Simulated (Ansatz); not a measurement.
**Co: is there a lower state than plain starts find?**

Plain starts of Co have been run. Do the further runs listed below go lower? We look at Co: the measured crystal structure (space group Fm-3m, primitive cell doubled), with 2 atoms per cell. Source: COD entry 9012932.

The COD cell was measured well above room temperature, so it is larger than a cold one.

Computed with Ansatz 0.2.0 (DFT PBE, PAW, plane waves, scalar-relativistic, unless a step's input says otherwise).

## Step 1: The system as given

Symmetry: Fm-3m, No. 225, cubic system. The conventional cell has a = 3.583 Å, b = 3.583 Å, c = 3.583 Å, α = 90.00°, β = 90.00°, γ = 90.00°. Co (site symmetry m-3m) has 12 Co at 2.53 Å as nearest neighbours.

Coordinates:

```
Co
1.0
     0.00000    1.79170    1.79170
     3.58340    0.00000    3.58340
     1.79170    1.79170    0.00000
Co
2
Direct
  0.00000 0.00000 0.00000
  0.00000 0.50000 0.00000
```

Labels such as Co2 number the atoms in the order of the input file.

Known so far: 8 plain starts ended in 3 states. The lowest came from “parallel moments, Broyden mixing, no switch to direct minimisation [Co1 3.00, Co2 3.00 μB]”: ferromagnetic, site moments Co1 1.79, Co2 1.79 μB, total 3.43 μB per cell, no gap on the k-mesh, free energy -10252.2479 eV.

Runs to come: parallel moments, default search for lower states; opposed moments +-, default search for lower states; the moments typed in its input, symmetry off, plain SCF; the moments typed in its input, standard search for lower states.

“Plain SCF” means no search for lower states. The default search runs further SCF cycles only where the state itself hints at a lower one. The standard and full searches may also try other magnetic orders and fillings, and need not reach the lowest state. With a search on, the program may also reshape the start on open shells. 

Site moments are integrals over atomic spheres and don't add up to the total.

## Step 2: Parallel moments, default search for lower states

input.yaml

```yaml
crystal:
  lattice:
    - [0.0, 1.7917, 1.7917]
    - [3.5834, 0.0, 3.5834]
    - [1.7917, 1.7917, 0.0]
  atoms:
    - { symbol: Co, position: [0.0, 0.0, 0.0], spin: 3.0 }
    - { symbol: Co, position: [0.0, 0.5, 0.0], spin: 3.0 }
magnetization:
  spin_polarized: true
hamiltonian:
  xc: pbe
  pseudopotentials: { kind: paw }
basis:
  ecutwfc: 420
kpoints:
  mp_grid: { grid: [12, 6, 12] }
scf:
  occupations: { method: fermi_dirac, width: 0.05 }
output:
  forces: true
  stress: true
  write_density: true
  write_potential: true
  elf: true
  volumetric_format: npy
```

The run is started by

```console
$ ansatz run input.yaml --threads 2 --pin off --max-ram 5120MiB --backend cpu --events-out ev --progress --plain --runs-dir out
```

Standard output, cut to the lines that bear on the results:

```text
[...]
Pseudopotentials: kind: paw
Pseudopotential: Co, paw, valence charge 17, recommended cutoff 420 eV (normal), Co.paw.azcp
Functional definition: PBE
[...]
Crystal: 2 atoms, lattice volume = 23.007 Å³
Basis set: ecut = 420 eV, 457 PW (Γ), exchange–correlation on 36×72×36 points (8 copies of the dense FFT grid, shifted against one another)
Bands: 24, of which v1, the nominal top of the filled ones, is band 17 counted from 1 (16 counted from 0)
Symmetry: 24 space group operations
Space group: Fm-3m (ITA 225), of the structure as read, at distance tolerance 2.8e-5 Å
Magnetic group: BNS 225.116 (UNI 1618), of the structure as read, at distance tolerance 2.8e-5 Å
k-points: 98 of 864
[...]
Starting moments: Σ|m| = 6 μB on 2 of 2 sites
[...]
SCF iter   1: F=—  HF=-10251.934854 eV  |F-HF|=—  |Δ(HF+E_count)|=         —  Δρ=1.67e-1 (↑1.67e-1 ↓6.44e-2)  dr2=1.96e0  dr2_m=2.62e0  M=3.724 μB ∫|m|=3.888 μB  β_m=0.30  ethr=3.10e-3  ⟨swp⟩=5.5  Hψ=17783  notcnv=0
[...]
SCF iter  10: F=-10252.247853 eV  HF=-10252.247853 eV  |F-HF|=1.83e-8  |Δ(HF+E_count)|=  3.20e-10  Δρ=8.82e-6 (↑4.45e-6 ↓8.82e-6)  dr2=2.39e-8  dr2_m=1.44e-9  M=3.435 μB ∫|m|=3.761 μB  ethr=2.57e-10  ⟨swp⟩=8.2  Hψ=26250  notcnv=0
[...]
SCF converged after 10 iterations
Magnetization: 3.4348 μB (18.7174 up, 15.2826 down)
Absolute magnetization: 3.7618 μB (∫|ρ↑−ρ↓|, with the PAW one-centre terms)
Spin contamination: 0.0620 ħ² per cell (⟨S²⟩ above its minimum at these occupations)
Per-site moments (μB) at R_I (Å): [(1.7918859305369939, 1.0452116563778484), (1.7918859305369939, 1.0452116563778484)]
Free energy (F): -10252.247853 eV
[...]
E sigma→0 (E₀):  -10252.238384 eV
Entropy (-TS):   -0.018939 eV (-9.470 meV/atom)
Fermi energy:    17.546393 eV
[... 29 lines left out: energy terms, forces, stress, bands ...]
```

Wall time 6.4 s (2 threads of Arm Neoverse V1, shared host); peak memory 0.38 GiB.

This is the state of step 1 again (ferromagnetic), after 10 iterations.

## Step 3: Opposed moments +-, default search for lower states

input.yaml: that of step 2 with these lines changed.

```diff
@@ -7,3 +7,3 @@
     - { symbol: Co, position: [0.0, 0.0, 0.0], spin: 3.0 }
-    - { symbol: Co, position: [0.0, 0.5, 0.0], spin: 3.0 }
+    - { symbol: Co, position: [0.0, 0.5, 0.0], spin: -3.0 }
 magnetization:
```

The run is started by

```console
$ ansatz run input.yaml --threads 2 --pin off --max-ram 5120MiB --backend cpu --events-out ev --progress --plain --runs-dir out
```

Standard output, cut to the lines that bear on the results:

```text
[... 11 lines as in an earlier run ...]
Symmetry: 12 space group operations
Space group: R-3m (ITA 166), of the structure as read, at distance tolerance 2.8e-5 Å
Magnetic group: BNS 166.102 (UNI 1332), of the structure as read, at distance tolerance 2.8e-5 Å
[... 5 lines as in an earlier run ...]
Starting moments: Σ|m| = 6 μB on 2 of 2 sites
Starting magnetic order: antiferromagnet; a translation exchanges its spin sublattices: spin-degenerate at every k-point
[... 2 lines as in an earlier run ...]
spin-down is spin-up translated by (0, 0.5, 0): one eigenproblem is solved per k-point and the antiferromagnetic symmetry of the starting moments is kept exactly by this SCF (crystal.symmetry.spin_inversion_symmetry: false solves both channels; [...]
SCF iter   1: F=—  HF=-10251.866928 eV  |F-HF|=—  |Δ(HF+E_count)|=         —  Δρ=1.68e-1 (↑1.68e-1 ↓1.68e-1)  dr2=2.16e0  dr2_m=5.12e0  M=0.000 μB ∫|m|=3.361 μB  β_m=0.30  ethr=3.10e-3  ⟨swp⟩=5.4  Hψ=8998  notcnv=0  defer=20
[...]
WARN: the starting moments were not kept: 1 of 2 ended reversed and 1 kept their direction, counting a site from 0.1 of the cell's largest site moment. The largest reversed, site 1 (counted from 0, in the order of the report's site_moments_mub), started with -3.0 μB and closes at +1.8e0 [...]
no probe read this state for a lower one beside it (scf.lower_state_search): an SCF that set out along what the orbitals read of the open shells (or to have them read: on a GPU, or by another smearing), or from atoms, led to it (look_outside_group), and dielectric_reading bears what that [...]
SCF converged after 2 iterations
Magnetization: 3.4348 μB (18.7174 up, 15.2826 down)
Absolute magnetization: 3.7618 μB (∫|ρ↑−ρ↓|, with the PAW one-centre terms)
Spin contamination: 0.0620 ħ² per cell (⟨S²⟩ above its minimum at these occupations)
Per-site moments (μB) at R_I (Å): [(1.7919165810462665, 1.0452116563778484), (1.791854647981454, 1.0452116563778484)]
Free energy (F): -10252.247853 eV
[...]
E sigma→0 (E₀):  -10252.238384 eV
Entropy (-TS):   -0.018939 eV (-9.469 meV/atom)
Fermi energy:    17.546314 eV
[... 29 lines left out: energy terms, forces, stress, bands ...]
```

Wall time 60 s (2 threads of Arm Neoverse V1, shared host); peak memory 0.61 GiB.

The run ends in the same state as step 1 (ferromagnetic); it took 28 iterations.

## Step 4: The moments typed in its input, symmetry off, plain SCF

input.yaml

```yaml
crystal:
  lattice:
    - [0.0, 1.7917, 1.7917]
    - [3.5834, 0.0, 3.5834]
    - [1.7917, 1.7917, 0.0]
  atoms:
    - { symbol: Co, position: [0.0, 0.0, 0.0], spin: 3.0 }
    - { symbol: Co, position: [0.0, 0.5, 0.0], spin: 3.0 }
  symmetry: { detect: false, time_reversal: true }
magnetization:
  spin_polarized: true
hamiltonian:
  xc: pbe
  pseudopotentials: { kind: paw }
basis:
  ecutwfc: 420
kpoints:
  mp_grid: { grid: [12, 6, 12] }
scf:
  occupations: { method: fermi_dirac, width: 0.05 }
  lower_state_search: "off"
output:
  forces: true
  stress: true
```

The run is started by

```console
$ ansatz run input.yaml --threads 2 --pin off --max-ram 5120MiB --backend cpu --events-out ev --progress --plain --runs-dir out
```

Standard output, cut to the lines that bear on the results:

```text
[... 11 lines as in an earlier run ...]
Symmetry: 1 space group operations
k-points: 436 of 864 (time reversal used)
[... 4 lines as in an earlier run ...]
Starting moments: Σ|m| = 6 μB on 2 of 2 sites
[... 2 lines as in an earlier run ...]
[...]
SCF iter   1: F=—  HF=-10251.791209 eV  |F-HF|=—  |Δ(HF+E_count)|=         —  Δρ=1.15e-1 (↑1.15e-1 ↓7.50e-2)  dr2=2.90e-1  dr2_m=1.87e0  M=3.910 μB ∫|m|=4.111 μB  β_m=0.30  ethr=8.53e-4  ⟨swp⟩=1.0  Hψ=106660  notcnv=0
[...]
spin-set hold released at iteration 1 (the charge has settled, or the pull on large starting moments outlasts its swing): the magnetisation degrees of freedom join the quasi-Newton model from the next iteration; the mixer history was flushed
[...]
SCF iter  16: F=-10252.247853 eV  HF=-10252.247853 eV  |F-HF|=8.99e-10  |Δ(HF+E_count)|=   1.45e-7  Δρ=2.10e-6 (↑7.14e-7 ↓2.10e-6)  dr2=1.37e-9  dr2_m=1.31e-10  M=3.435 μB ∫|m|=3.761 μB  ethr=2.94e-11  ⟨swp⟩=2.0  Hψ=65473  notcnv=0
[...]
SCF converged after 16 iterations
an eigenvalue changed by more than its tolerance at an iteration that met the thresholds in force, so the SCF went on 2 times, its first undamped step at iteration 13: the last check found none over its tolerance
Magnetization: 3.4348 μB (18.7174 up, 15.2826 down)
Absolute magnetization: 3.7618 μB (∫|ρ↑−ρ↓|, with the PAW one-centre terms)
Spin contamination: 0.0620 ħ² per cell (⟨S²⟩ above its minimum at these occupations)
Per-site moments (μB) at R_I (Å): [(1.7918794954382675, 1.0452116563778484), (1.791890107110938, 1.0452116563778484)]
Free energy (F): -10252.247853 eV
[...]
E sigma→0 (E₀):  -10252.238384 eV
Entropy (-TS):   -0.018939 eV (-9.470 meV/atom)
Fermi energy:    17.546308 eV
[... 24 lines left out: energy terms, forces, stress ...]
```

Run time: 50 s. Hardware: 2 threads of Arm Neoverse V1, shared host; peak memory 0.66 GiB.

This is the state of step 1 again (ferromagnetic), after 16 iterations.

## Step 5: The moments typed in its input, standard search for lower states

input.yaml: that of step 4 with these lines changed.

```diff
@@ -8,3 +8,2 @@
     - { symbol: Co, position: [0.0, 0.5, 0.0], spin: 3.0 }
-  symmetry: { detect: false, time_reversal: true }
 magnetization:
@@ -20,3 +19,3 @@
   occupations: { method: fermi_dirac, width: 0.05 }
-  lower_state_search: "off"
+  lower_state_search: standard
 output:
```

The run is started by

```console
$ ansatz run input.yaml --threads 2 --pin off --max-ram 5120MiB --backend cpu --events-out ev --progress --plain --runs-dir out
```

Standard output, cut to the lines that bear on the results:

```text
the run goes by scf.lower_state_search standard: where its kind and settings allow, a search for a lower-energy state can add stability tests and further SCF calculations, which can take several times, in some runs tens of times, as long as the SCF (see the manual's entry of the key); [...]
[... 19 lines as in an earlier run ...]
Starting moments: Σ|m| = 6 μB on 2 of 2 sites
[... 2 lines as in an earlier run ...]
SCF iter   1: F=—  HF=-10251.934854 eV  |F-HF|=—  |Δ(HF+E_count)|=         —  Δρ=1.67e-1 (↑1.67e-1 ↓6.44e-2)  dr2=1.96e0  dr2_m=2.62e0  M=3.724 μB ∫|m|=3.888 μB  β_m=0.30  ethr=3.10e-3  ⟨swp⟩=5.5  Hψ=17783  notcnv=0
[...]
SCF iter  10: F=-10252.247853 eV  HF=-10252.247853 eV  |F-HF|=1.83e-8  |Δ(HF+E_count)|=  3.20e-10  Δρ=8.83e-6 (↑4.46e-6 ↓8.83e-6)  dr2=2.39e-8  dr2_m=1.44e-9  M=3.435 μB ∫|m|=3.761 μB  ethr=2.57e-10  ⟨swp⟩=2.1  Hψ=13731  notcnv=0
[...]
SCF converged after 10 iterations
Magnetization: 3.4348 μB (18.7174 up, 15.2826 down)
Absolute magnetization: 3.7618 μB (∫|ρ↑−ρ↓|, with the PAW one-centre terms)
Spin contamination: 0.0620 ħ² per cell (⟨S²⟩ above its minimum at these occupations)
Per-site moments (μB) at R_I (Å): [(1.7918859436685501, 1.0452116563778484), (1.7918859436685501, 1.0452116563778484)]
Free energy (F): -10252.247853 eV
[...]
E sigma→0 (E₀):  -10252.238384 eV
Entropy (-TS):   -0.018939 eV (-9.470 meV/atom)
Fermi energy:    17.546393 eV
[... 24 lines left out: energy terms, forces, stress ...]
```

Wall time 4.6 s (2 threads of Arm Neoverse V1, shared host); peak memory 0.36 GiB.

The run ends in the same state as step 1 (ferromagnetic); it took 10 iterations.

## Step 6: Comparing the starts

```
step  iterations  state  moments of Co1 Co2 (μB)  total (μB)  gap (eV)  pressure (GPa)  above lowest (meV/atom)
   1          14      1                1.79 1.79        3.43      none            -9.2                      0.0
   2          10      1                1.79 1.79        3.43      none            -9.2                      0.0
   3          28      1                1.79 1.79        3.43      none            -9.2                      0.0
   4          16      1                1.79 1.79        3.43      none            -9.2                      0.0
   5          10      1                1.79 1.79        3.43      none            -9.2                      0.0
```

States are numbered from the lowest. Starts by step: 2 parallel moments, default search for lower states; 3 opposed moments +-, default search for lower states; 4 the moments typed in its input, symmetry off, plain SCF; 5 the moments typed in its input, standard search for lower states. Step 1 is the best of the earlier plain starts.

The 4 runs of this session took 2 min in all, from 4.6 s to 60 s each.

Decimal logarithm of the largest residual (eV) by iteration, counted through all cycles of a run:

```
iteration  step 2  step 3  step 4  step 5
        1     0.4     0.7     0.3     0.4
        2     0.1     0.4     0.1     0.1
        3    -0.5     0.0     0.3    -0.5
        4    -1.4    -1.5    -1.4    -1.4
        5    -1.8    -2.5    -2.1    -1.8
        6    -2.9    -2.8    -0.2    -2.9
        8    -6.2    -5.5    -4.6    -6.2
       11       -    -7.5    -6.3       -
       13       -    -2.6    -7.4       -
       16       -    -7.7    -8.9       -
       18       -    -7.5       -       -
       21       -    -4.0       -       -
       23       -    -6.4       -       -
       26       -    -9.1       -       -
       28       -    -7.4       -       -
```

## Step 7: Results

| quantity | value |
| --- | --- |
| distinct states | 1 from 5 converged runs, the best start of step 1 counted |
| lowest state | ferromagnetic |
| its moments | Co1 1.79, Co2 1.79 μB |
| total moment | 3.43 μB per cell |
| gap on the k-mesh | none |
| pressure | -9.2 GPa |
| largest force | 0.000 eV/Å |

**Reading.** Nothing lower turns up: the best plain start stands. 5 runs converged, all to one state. These are lowest states among those tried, not proven ground states.
